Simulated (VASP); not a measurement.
# C₃NH₉: intrinsic reaction coordinate

C₃NH₉, molecule in box, 13 atoms in the cell. PBE, intrinsic reaction coordinate; PAW potentials N, C, H (PBE set).

Path: methyl rotation in C3H9N.

## Input

INCAR.step1:
```
SYSTEM = H9C3N
ALGO     = Normal         ! electronic algorithm
EDIFF    = 1E-7           ! SCF threshold, eV
EDIFFG   = -0.005         ! ionic threshold
ENCUT    = 400            ! plane-wave cutoff, eV
IBRION   = 2              ! ionic algorithm
ISIF     = 2              ! what is computed and relaxed
ISMEAR   = 0              ! smearing method
ISYM     = 0            
LASPH    = .TRUE.         ! aspherical terms in the spheres
LCHARG   = .FALSE.        ! write CHGCAR
LREAL    = .FALSE.        ! projectors in reciprocal space
LWAVE    = .FALSE.        ! write WAVECAR
NELM     = 100            ! most SCF steps
NSW      = 100            ! ionic steps
POTIM    = 0.5            ! step
PREC     = Normal         ! precision mode
SIGMA    = 0.01           ! smearing width, eV
```

INCAR.step2, as INCAR.step1 but for:
```
- EDIFFG = -0.005
- IBRION = 2
- ISIF = 2
- NSW = 100
- POTIM = 0.5
+ IBRION = 5
+ NFREE = 2
+ NSW = 1
+ POTIM = 0.015
```

INCAR.step3, as INCAR.step2 but for:
```
- EDIFF = 1E-7
- IBRION = 5
- NFREE = 2
- NSW = 1
- POTIM = 0.015
+ EDIFF = 1E-8
+ EDIFFG = -0.005
+ IBRION = 44
+ NSW = 600
```

INCAR.step4, as INCAR.step3 but for:
```
- EDIFF = 1E-8
- EDIFFG = -0.005
- IBRION = 44
- NSW = 600
+ EDIFF = 1E-6
+ IBRION = 40
+ IRC_DIRECTION = -1
+ IRC_STOP = 8
+ IRC_VNORM0 = 0.01
+ ISIF = 2
+ NSW = 900
```

INCAR.step5, as INCAR.step4 but for:
```
- IRC_DIRECTION = -1
+ IRC_DIRECTION = 1
```

KPOINTS:
```
k-points
0
Gamma
  1 1 1
```

POSCAR.step1:
```
H9C3N
1.0
   11.0000000000      0.0000000000      0.0000000000
    0.0000000000     10.5000000000      0.0000000000
    0.0000000000      0.0000000000      9.0000000000
N C H
1 3 9
Direct
    0.5000976823      0.4838783280      0.5645723101
    0.5000976823      0.6151184232      0.5133477545
    0.6085886823      0.4182582327      0.5133477545
    0.3916066823      0.4182582327      0.5133477545
    0.5000976823      0.6230347089      0.3908228656
    0.5806573186      0.6639785184      0.5558844212
    0.4195380459      0.6639785184      0.5558844212
    0.6151327732      0.4143001375      0.3908228656
    0.6086995914      0.3207392803      0.5558844212
    0.6892592277      0.4669171851      0.5558844212
    0.3850625914      0.4143001375      0.3908228656
    0.3109361368      0.4669171851      0.5558844212
    0.3914957732      0.3207392803      0.5558844212
```

POSCAR.step2:
```
H9C3N
1.0
   11.0000000000      0.0000000000      0.0000000000
    0.0000000000     10.5000000000      0.0000000000
    0.0000000000      0.0000000000      9.0000000000
N C H
1 3 9
Direct
    0.4999023177      0.4839158180      0.5647030468
    0.4999023177      0.6151559132      0.5134784912
    0.6083933177      0.4182957227      0.5134784912
    0.3914113177      0.4182957227      0.5134784912
    0.4196468849      0.6384730312      0.4446600106
    0.5815797218      0.6328830949      0.4474471964
    0.5010200855      0.6792607197      0.6091771344
    0.6149374086      0.4143376275      0.3909536023
    0.6085042268      0.3207767703      0.5560151579
    0.6890638632      0.4669546751      0.5560151579
    0.3848672268      0.4143376275      0.3909536023
    0.3107407723      0.4669546751      0.5560151579
    0.3913004086      0.3207767703      0.5560151579
```

POSCAR.step3:
```
H9C3N
1.0
   11.0000000000      0.0000000000      0.0000000000
    0.0000000000     10.5000000000      0.0000000000
    0.0000000000      0.0000000000      9.0000000000
N C H
1 3 9
Direct
    0.4999023177      0.4839158180      0.5647030468
    0.4999023177      0.6151559132      0.5134784912
    0.6083933177      0.4182957227      0.5134784912
    0.3914113177      0.4182957227      0.5134784912
    0.4196468849      0.6384730312      0.4446600106
    0.5815797218      0.6328830949      0.4474471964
    0.5010200855      0.6792607197      0.6091771344
    0.6149374086      0.4143376275      0.3909536023
    0.6085042268      0.3207767703      0.5560151579
    0.6890638632      0.4669546751      0.5560151579
    0.3848672268      0.4143376275      0.3909536023
    0.3107407723      0.4669546751      0.5560151579
    0.3913004086      0.3207767703      0.5560151579

   -0.0182305487      0.0029119128      0.0083200625
    0.0122651801     -0.0030414795     -0.0147308226
   -0.0004023495      0.0107088002      0.0368621075
    0.0016035071     -0.0091094168     -0.0259497761
   -0.2618261018      0.1287148480      0.4414392103
   -0.2704562344     -0.1690806458     -0.5072510882
    0.5881972171      0.0115349733     -0.0346567740
    0.0083098578      0.0112533349      0.0368773454
    0.0113956793      0.0137219921      0.0438166308
   -0.0104826421      0.0286772960      0.0372759094
    0.0205972226     -0.0134698393     -0.0267495473
   -0.0116824014     -0.0253433888     -0.0365591041
    0.0116854516     -0.0105487306     -0.0290382405
```

POSCAR.step4:
```
H9C3N                                   
   1.00000000000000     
    11.0000000000000000    0.0000000000000000    0.0000000000000000
     0.0000000000000000   10.5000000000000000    0.0000000000000000
     0.0000000000000000    0.0000000000000000    9.0000000000000000
  N               C               H             
     1     3     9
Direct
     0.5000534841828039    0.4838012480840557    0.5581679797677028
     0.5004491789188943    0.6183291015020623    0.5139189852528029
     0.6094325791329227    0.4164886367225173    0.5130555786102281
     0.3904141480388780    0.4171052195222631    0.5127559938208819
     0.4199351851607473    0.6420770775243706    0.4463744344192100
     0.5809402698586648    0.6415029902839676    0.4460584967022017
     0.5007763755118017    0.6818511843300445    0.6115212634443682
     0.6199590624751136    0.4095573989434915    0.3900106810455055
     0.6080966645737814    0.3190787983133156    0.5581210516543498
     0.6902413929489752    0.4648414525782869    0.5577073919539465
     0.3800170732612823    0.4102759096682253    0.3896652195983091
     0.3097517509636988    0.4658429217778952    0.5572642632915922
     0.3912199339576257    0.3196610862628028    0.5577510643665510
 
 -0.22529813E-01  0.30630834E-02  0.41665143E-02
  0.19764578E-01 -0.47658660E-02 -0.22480614E-01
 -0.27067425E-02  0.11870617E-01  0.42855385E-01
 -0.93725250E-03 -0.12050632E-01 -0.32398387E-01
 -0.26305810E+00  0.12251349E+00  0.45259822E+00
 -0.26894043E+00 -0.15409970E+00 -0.50341910E+00
  0.58565413E+00  0.89053682E-02 -0.36478851E-01
  0.99176609E-02  0.11636165E-01  0.42161897E-01
  0.10585803E-01  0.13779808E-01  0.46268212E-01
 -0.10108596E-01  0.30170505E-01  0.41223434E-01
  0.19943308E-01 -0.15754900E-01 -0.32288505E-01
 -0.10980467E-01 -0.26657304E-01 -0.39566834E-01
  0.11177740E-01 -0.10771530E-01 -0.30212473E-01
```

Commands (each step's output is kept before the next begins):
```
cat potpaw_PBE.64/N/POTCAR potpaw_PBE.64/C/POTCAR potpaw_PBE.64/H/POTCAR > POTCAR
cp INCAR.step1 INCAR
cp POSCAR.step1 POSCAR
mpirun -np 4 vasp_gam > vasp.out
cp INCAR.step2 INCAR
cp POSCAR.step2 POSCAR
mpirun -np 4 vasp_gam > vasp.out
# the block under the positions in POSCAR is the starting axis: the most unstable mode of the Hessian, divided by the root of the mass
cp INCAR.step3 INCAR
cp POSCAR.step3 POSCAR
mpirun -np 4 vasp_gam > vasp.out
# POSCAR is the CONTCAR of the converged dimer run, with its unstable direction
cp INCAR.step4 INCAR
cp POSCAR.step4 POSCAR
mpirun -np 4 vasp_gam > vasp.out
# POSCAR is the CONTCAR of the converged dimer run, with its unstable direction
cp INCAR.step5 INCAR
mpirun -np 4 vasp_gam > vasp.out
```

## Result

- Barrier from the relaxed minimum (eV): 0.173
- Ionic steps, all stages: 748
- Electronic steps, all stages: 5029

Energy along the reaction coordinate:

| Coordinate (Å) | Energy from the saddle (eV) |
|---|---|
| -1.801 | -0.173 |
| -1.607 | -0.168 |
| -1.372 | -0.149 |
| -1.202 | -0.129 |
| -1.025 | -0.105 |
| -0.857 | -0.079 |
| -0.613 | -0.044 |
| -0.440 | -0.024 |
| -0.238 | -0.007 |
| -0.046 | -0.000 |
| 0.114 | -0.002 |
| 0.309 | -0.013 |
| 0.493 | -0.031 |
| 0.655 | -0.052 |
| 0.885 | -0.085 |
| 1.064 | -0.112 |
| 1.248 | -0.136 |
| 1.404 | -0.153 |
| 1.650 | -0.170 |
| 1.796 | -0.173 |

VASP 6.6.1 took 2043 s on 4 cores (AMD EPYC 9R14 (Zen 4)), a shared host.
